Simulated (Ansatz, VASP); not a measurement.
# Two plane-wave programs on BN

```
B N
1.0
     2.44139    0.00000    0.00000
    -1.22070    2.11431    0.00000
     0.00000    0.00000    6.49467
B N
2 2
Direct
  0.33333 0.66667 0.25000
  0.66667 0.33333 0.75000
  0.33333 0.66667 0.75000
  0.66667 0.33333 0.25000
```

Change from the starting cell: strain -0.025 along x and y, -0.025 along z, atoms carried along.

Alike in both runs: task single point; functional PBEsol; k mesh 12 × 12 × 4; occupations gaussian, width 0.05 eV; no spin polarisation.

|  | VASP | Ansatz |
| --- | --- | --- |
| version | VASP 6.6.1 | Ansatz 0.2.0 |
| potentials or method | VASP PAW PBE potentials, release 64 (B, N) | scalar-relativistic, plane waves, PAW |
| plane-wave cutoff (eV) | 520 | 420 |
| valence electrons in the cell | 16 | 16 |

```csv
,VASP,Ansatz,Ansatz less VASP
gap on the k mesh at the Fermi level (eV),4.25,4.26,+0.013
least direct gap on the mesh (eV),4.71,4.72,+0.013
pressure (GPa),21.9,21.6,-0.35
largest component of the traceless stress (GPa),20.41,19.91,-0.508
```

Caveats: so large a pressure means that the cell lies far from this level's equilibrium, or that cutoff or potentials fall short (VASP); the potentials were made for another functional, which shifts forces and pressure (VASP); this functional lacks dispersion, which binds the layers, so the pressure and a relaxed spacing across them are unreliable. A k mesh can miss the band edges.
